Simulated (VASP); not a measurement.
# CdTe in VASP: one cell, several levels of theory, part 2 of 2

VASP 6.6.1, plane waves, PAW. Earlier steps stand in the parts before.

### Step 3. Single point with r2SCAN

Contents of INCAR:

```
ENCUT = 520.000000
SIGMA = 0.010000
EDIFF = 1.00e-07
ALGO = Normal
METAGGA = R2SCAN
PREC = Accurate
IBRION = -1
ISIF = 2
ISMEAR = 0
NBANDS = 16
NELM = 120
NSW = 0
LASPH = .TRUE.
LCHARG = .FALSE.
LWAVE = .FALSE.
LREAL = .FALSE.
```

Contents of KPOINTS:

```
KPOINTS created by Atomic Simulation Environment
0
Gamma
6 6 6
0 0 0
```

Contents of KPOINTS_OPT:

```
special points
6
Reciprocal
0.0000000000 0.0000000000 0.0000000000 1
-0.5000000000 -0.5000000000 0.0000000000 1
-0.3750000000 -0.3750000000 0.2500000000 1
-0.3750000000 0.0000000000 0.3750000000 1
0.0000000000 0.0000000000 0.5000000000 1
-0.5000000000 -0.2500000000 0.2500000000 1
```

Contents of POSCAR:

```
Cd Te
 1.0000000000000000
     0.0000000000000000    3.3727778470000001    3.2799551172000001
     3.3727778470000001    0.0000000000000000    3.2799551172000001
     3.3727778470000001    3.3727778470000001    0.0000000000000000
 Cd  Te
   1   1
Cartesian
  0.0000000000000000  0.0000000000000000  0.0000000000000000
  1.6863889235000000  1.6863889235000000  1.6399775585999998
```

Run with:

```console
> mpirun -np 1 vasp_std
```

Printed to the terminal (iteration lines stand in OSZICAR):

```text
POSCAR found type information on POSCAR CdTe
 POSCAR found :  2 types and       2 ions
 -----------------------------------------------------------------------------
|                                                                             |
|                                                                             |
|     You enforced a specific xc type in the INCAR file but a different       |
|     I HOPE YOU KNOW WHAT YOU ARE DOING!                                     |
|                                                                             |
 -----------------------------------------------------------------------------

 LDA part: xc-table for (None), standard interpolation
 POSCAR, INCAR and KPOINTS ok, starting setup
 FFT: planning ... GRIDC
 FFT: planning ... GRID_SOFT
 FFT: planning ... GRID
 WAVECAR not read
 entering main loop
 Start KPOINTS_OPT (optional k-point list driver)
k-point batch [1-6\6]
```

OSZICAR:

```text
N       E                     dE             d eps       ncg     rms          rms(c)
DAV:   1     0.566039318282E+02    0.56604E+02   -0.82396E+03   960   0.982E+02
DAV:   2    -0.473373977511E+02   -0.10394E+03   -0.98911E+02  1168   0.238E+02
DAV:   3    -0.511883233280E+02   -0.38509E+01   -0.38455E+01  1136   0.481E+01
DAV:   4    -0.512189357290E+02   -0.30612E-01   -0.30611E-01  1464   0.391E+00
DAV:   5    -0.512191066379E+02   -0.17091E-03   -0.17090E-03  1232   0.222E-01    0.452E+00
DAV:   6    -0.466302185799E+02    0.45889E+01   -0.29322E+00  1000   0.205E+01    0.624E+00
DAV:   7    -0.465974469865E+02    0.32772E-01   -0.10894E-01  1224   0.345E+00    0.414E+00
DAV:   8    -0.466105831751E+02   -0.13136E-01   -0.84619E-02  1120   0.297E+00    0.852E-01
DAV:   9    -0.466148542266E+02   -0.42711E-02   -0.82691E-03  1240   0.701E-01    0.353E-01
DAV:  10    -0.466146396752E+02    0.21455E-03   -0.22361E-03  1104   0.495E-01    0.661E-02
DAV:  11    -0.466146388384E+02    0.83683E-06   -0.11518E-04  1272   0.142E-01    0.462E-02
DAV:  12    -0.466146576696E+02   -0.18831E-04   -0.70818E-05  1120   0.100E-01    0.255E-02
DAV:  13    -0.466146521262E+02    0.55434E-05   -0.15374E-05  1184   0.494E-02    0.789E-03
DAV:  14    -0.466146523980E+02   -0.27178E-06   -0.43427E-07  1184   0.518E-03    0.628E-03
DAV:  15    -0.466146520632E+02    0.33477E-06   -0.13543E-07   856   0.477E-03    0.344E-03
DAV:  16    -0.466146520921E+02   -0.28911E-07   -0.12130E-07   768   0.394E-03
   1 F= -.46614652E+02 E0= -.46614652E+02  d E =-.698030E-37
       N       E                     dE             ncg
DAV:   1     0.591399220483E+03   -0.25763E+04      192
DAV:   2    -0.221567715300E+02   -0.61356E+03      224
DAV:   3    -0.443707257235E+02   -0.22214E+02      264
DAV:   4    -0.445364369117E+02   -0.16571E+00      256
DAV:   5    -0.445368276423E+02   -0.39073E-03      280
DAV:   6    -0.445368341832E+02   -0.65409E-05      264
DAV:   7    -0.445368342297E+02   -0.46469E-07      240
```

From OUTCAR:

```text
k-points           NKPTS =     30   k-points in BZ     NKDIM =     30   number of bands    NBANDS=     16

   NELECT =      18.0000    total number of electrons

   dimension x,y,z NGX =    36 NGY =   36 NGZ =   36
   dimension x,y,z NGXF=    72 NGYF=   72 NGZF=   72

  energy-cutoff  :      520.00
  volume of cell :       74.62
      direct lattice vectors                 reciprocal lattice vectors
     0.000000000  3.372777847  3.279955117    -0.148245755  0.148245755  0.152441110
     3.372777847  0.000000000  3.279955117     0.148245755 -0.148245755  0.152441110
     3.372777847  3.372777847  0.000000000     0.148245755  0.148245755 -0.152441110

 k-points in reciprocal lattice and weights: KPOINTS created by Atomic Simulation Env
   0.00000000  0.00000000  0.00000000       0.005
   0.16666667  0.00000000  0.00000000       0.037
   0.33333333  0.00000000  0.00000000       0.037
   0.50000000 -0.00000000  0.00000000       0.019
   0.16666667  0.16666667  0.00000000       0.009
   0.33333333  0.16666667  0.00000000       0.037
   0.50000000  0.16666667  0.00000000       0.037
  -0.33333333  0.16666667  0.00000000       0.037
[... 22 more k-points ...]

 E-fermi :   1.4478

 k-point     1 :       0.0000    0.0000    0.0000
  band No.  band energies     occupation
      1      -9.7136      2.00000
      2      -6.9902      2.00000
      3      -6.9902      2.00000
      4      -6.9837      2.00000
      5      -6.7719      2.00000
      6      -6.7714      2.00000
      7       1.2790      2.00000
      8       1.2790      2.00000
      9       1.3612      2.00000
     10       2.2784      0.00000
     11       6.3816      0.00000
     12       6.3971      0.00000
     13       6.3971      0.00000
     14       9.0556      0.00000
     15      10.7895      0.00000
     16      11.1330      0.00000

 k-point     2 :       0.1667    0.0000    0.0000
  band No.  band energies     occupation
      1      -9.6309      2.00000
      2      -6.9753      2.00000
      3      -6.9710      2.00000
      4      -6.9077      2.00000
      5      -6.7724      2.00000
      6      -6.7719      2.00000
      7      -0.2552      2.00000
      8       1.0795      2.00000
      9       1.1544      2.00000
     10       3.3383      0.00000
     11       6.3676      0.00000
     12       6.6890      0.00000
     13       6.7203      0.00000
     14      10.0286      0.00000
     15      10.0609      0.00000
     16      10.3108      0.00000

 k-point     3 :       0.3333    0.0000    0.0000
  band No.  band energies     occupation
      1      -9.4674      2.00000
      2      -6.9495      2.00000
      3      -6.9441      2.00000
      4      -6.7719      2.00000
      5      -6.7670      2.00000
      6      -6.6616      2.00000
      7      -1.9387      2.00000
      8       0.7366      2.00000
      9       0.8442      2.00000
     10       3.5150      0.00000
     11       6.8971      0.00000
     12       7.0071      0.00000
     13       7.7347      0.00000
     14       9.7497      0.00000
     15      10.5652      0.00000
     16      10.5697      0.00000

 k-point     4 :       0.5000   -0.0000    0.0000
  band No.  band energies     occupation
      1      -9.3879      2.00000
      2      -6.9392      2.00000
      3      -6.9331      2.00000
      4      -6.7681      2.00000
      5      -6.7615      2.00000
      6      -6.4676      2.00000
      7      -2.6755      2.00000
      8       0.5851      2.00000
      9       0.7072      2.00000
     10       3.4211      0.00000
     11       6.8433      0.00000
     12       7.0047      0.00000
     13       8.5959      0.00000
     14      10.1741      0.00000
     15      11.8530      0.00000
     16      12.0437      0.00000

 k-point     5 :       0.1667    0.1667    0.0000
  band No.  band energies     occupation
      1      -9.6009      2.00000
      2      -6.9599      2.00000
      3      -6.9599      2.00000
      4      -6.9009      2.00000
      5      -6.7732      2.00000
      6      -6.7650      2.00000
      7      -0.2305      2.00000
      8       0.7598      2.00000
      9       0.7598      2.00000
     10       3.8832      0.00000
     11       5.4634      0.00000
     12       7.2426      0.00000
     13       7.2426      0.00000
     14       9.0594      0.00000
     15      10.8395      0.00000
     16      11.0552      0.00000

 k-point     6 :       0.3333    0.1667    0.0000
  band No.  band energies     occupation
      1      -9.4648      2.00000
      2      -6.9362      2.00000
      3      -6.9308      2.00000
      4      -6.8101      2.00000
      5      -6.7590      2.00000
      6      -6.6751      2.00000
      7      -1.5255      2.00000
      8       0.3629      2.00000
      9       0.3914      2.00000
     10       4.3099      0.00000
     11       5.6874      0.00000
     12       7.4601      0.00000
     13       7.7356      0.00000
     14       9.5460      0.00000
     15      11.3757      0.00000
     16      11.4298      0.00000

 k-point     7 :       0.5000    0.1667    0.0000
  band No.  band energies     occupation
      1      -9.3618      2.00000
      2      -6.9213      2.00000
      3      -6.9182      2.00000
      4      -6.7870      2.00000
      5      -6.7591      2.00000
      6      -6.4373      2.00000
      7      -2.4884      2.00000
      8      -0.0645      2.00000
      9       0.3059      2.00000
     10       4.2611      0.00000
     11       6.4092      0.00000
     12       7.5573      0.00000
     13       8.0556      0.00000
     14      10.4626      0.00000
     15      11.7170      0.00000
     16      12.0705      0.00000

 k-point     8 :      -0.3333    0.1667    0.0000
  band No.  band energies     occupation
      1      -9.3900      2.00000
      2      -6.9297      2.00000
      3      -6.9217      2.00000
      4      -6.7741      2.00000
      5      -6.7710      2.00000
      6      -6.5111      2.00000
      7      -2.2566      2.00000
      8      -0.1732      2.00000
      9       0.5625      2.00000
     10       4.3186      0.00000
     11       6.6504      0.00000
     12       7.3049      0.00000
     13       7.9036      0.00000
     14      10.1404      0.00000
     15      10.8083      0.00000
     16      11.9506      0.00000

[... the tables of k-points 9 to 30 left out ...]

  Total       -0.9748892     -0.9748892     -0.7480225      0.0000000      0.0000000      0.0000000
  in kB      -20.9311196    -20.9311196    -16.0602335      0.0000000      0.0000000      0.0000000
  external PRESSURE =     -19.3074909 kB  Pullay stress =       0.0000000 kB

 POSITION                                       TOTAL-FORCE (eV/Angst)
 -----------------------------------------------------------------------------------
      0.00000      0.00000      0.00000        -0.000000     -0.000000      0.000000
      1.68639      1.68639      1.63998         0.000000      0.000000     -0.000000
 -----------------------------------------------------------------------------------
    total drift:                               -0.000001     -0.000001     -0.000003

  FREE ENERGIE OF THE ION-ELECTRON SYSTEM (eV)
  ---------------------------------------------------
  free  energy   TOTEN  =       -46.6146520921 eV

  energy  without entropy=      -46.6146520921  energy(sigma->0) =      -46.61465209
```

Hardware: 1 MPI rank of Intel Xeon Platinum 8488C, shared host.

The levels at the points of KPOINTS_OPT are read from vasprun.xml.

Band energies at the special points (eV, zero at the top of v, the last band that the electrons fill by count):

```tsv
point	v−1	v	c	c+1
Γ	-0.08	0.00	0.92	5.02
X	-1.74	-1.74	2.78	2.95
U	-2.27	-1.46	3.08	4.57
K	-2.27	-1.34	3.24	4.73
L	-0.78	-0.65	2.06	5.48
W	-2.09	-1.93	4.22	4.85
```

Gap with r2SCAN: 0.92 eV, direct (Γ). Pressure: -1.93 GPa; the forces vanish within 0.01 eV/Å.

### Step 4. Summary

The summary covers parts 1 to 2.

```
 level  gap (eV)  pressure (GPa)  Ansatz: gap (eV)  Ansatz: pressure (GPa)
   PBE      0.44           -0.86              0.44                   -0.96
r2SCAN      0.92           -1.93              0.93                   -2.01
```

**Reading.** The gap spans 0.44 eV (PBE) to 0.92 eV (r2SCAN). Spin-orbit coupling is left out, though the cell holds Te (Z = 52); in an element this heavy it can shift bands and gaps by tenths of an eV. At this one volume the pressure spans -1.9 GPa (r2SCAN) to -0.9 GPa (PBE): PBE wants the largest cell and r2SCAN the smallest. The two programs agree on the gap within 0.02 eV, far less than the spread between functionals. The two codes have different PAW datasets and cutoffs. VASP's cell holds 18 valence electrons and Ansatz's 36.
